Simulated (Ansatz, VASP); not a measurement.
This is a calculation of MoS2 for Ansatz 0.2.0.

The input input.yaml:

```yaml
crystal:
  lattice:
    - [3.2107021507, 0.0, 0.0]
    - [-1.6053510754, 2.7805496265, 0.0]
    - [0.0, 0.0, 12.4861764927]
  atoms:
    - { symbol: Mo, position: [0.6666666667, 0.3333333333, 0.75] }
    - { symbol: Mo, position: [0.3333333333, 0.6666666667, 0.25] }
    - { symbol: S, position: [0.6666666667, 0.3333333333, 0.377] }
    - { symbol: S, position: [0.3333333333, 0.6666666667, 0.877] }
    - { symbol: S, position: [0.6666666667, 0.3333333333, 0.123] }
    - { symbol: S, position: [0.3333333333, 0.6666666667, 0.623] }
hamiltonian:
  xc: pbe
  pseudopotentials: { kind: nc, source: spms }
kpoints:
  mp_grid: { grid: [10, 10, 3] }
scf:
  occupations: { method: fermi_dirac, width: 0.05 }
output:
  forces: true
  stress: true
  eigenvalues: true
```

Potentials or basis: SPMS NC.

Command:

```console
$ ansatz run input.yaml --threads 2 --pin off --max-ram 5120MiB --backend cpu --events-out ev --progress --plain --runs-dir out
```

Q: Set up the same calculation for VASP 6.6.1. Potentials there: VASP PAW PBE potentials, release 64 (Mo_sv, S).

A: As run (the cutoff follows the program's own potentials):

INCAR

```
ALGO = Normal
EDIFF = 1E-6
ENCUT = 520
GGA = PE
ISIF = 2
ISMEAR = -1
LASPH = T
LCHARG = F
LREAL = F
LWAVE = F
NBANDS = 35
NELM = 60
PREC = Accurate
SIGMA = 0.05
```

The input KPOINTS:

```
k-points
0
Gamma
  10 10 3
```

POSCAR

```
MoS2
1.0
    3.2107021507      0.0000000000      0.0000000000
   -1.6053510754      2.7805496265      0.0000000000
    0.0000000000      0.0000000000     12.4861764927
Mo S
2 4
Direct
    0.6666666667      0.3333333333      0.7500000000
    0.3333333333      0.6666666667      0.2500000000
    0.6666666667      0.3333333333      0.3770000000
    0.3333333333      0.6666666667      0.8770000000
    0.6666666667      0.3333333333      0.1230000000
    0.3333333333      0.6666666667      0.6230000000
```

Potentials or basis: VASP PAW PBE potentials, release 64 (Mo_sv, S).

Launch:

```sh
$ cat potpaw_PBE.64/Mo_sv/POTCAR potpaw_PBE.64/S/POTCAR > POTCAR
$ mpirun -np 1 vasp_std > vasp.out
```

Both were run:

|  | VASP | Ansatz | Ansatz less VASP |
| --- | --- | --- | --- |
| gap on the k mesh at the Fermi level (eV) | 0.97 | 0.96 | -0.013 |
| least direct gap on the mesh (eV) | 1.77 | 1.78 | +0.002 |
| pressure (GPa) | -3.6 | -3.4 | +0.18 |
| largest component of the traceless stress (GPa) | 0.18 | 0.13 | -0.049 |
| rms of the force components (eV/Å) | 0.312 | 0.303 | -0.0089 |

Atom by atom the forces differ by 0.009 eV/Å (rms over components).

Caveats: this functional lacks dispersion, which binds the layers, so the pressure and a relaxed spacing across them are unreliable; an odd mesh through Γ misses points on the zone boundary, where band edges often lie (VASP); odd divisions of the mesh miss points on the zone boundary, where band edges often lie, so the gap on the mesh can be too wide (Ansatz). Expect the measured gap to be larger: semilocal functionals such as PBE lack the derivative discontinuity.
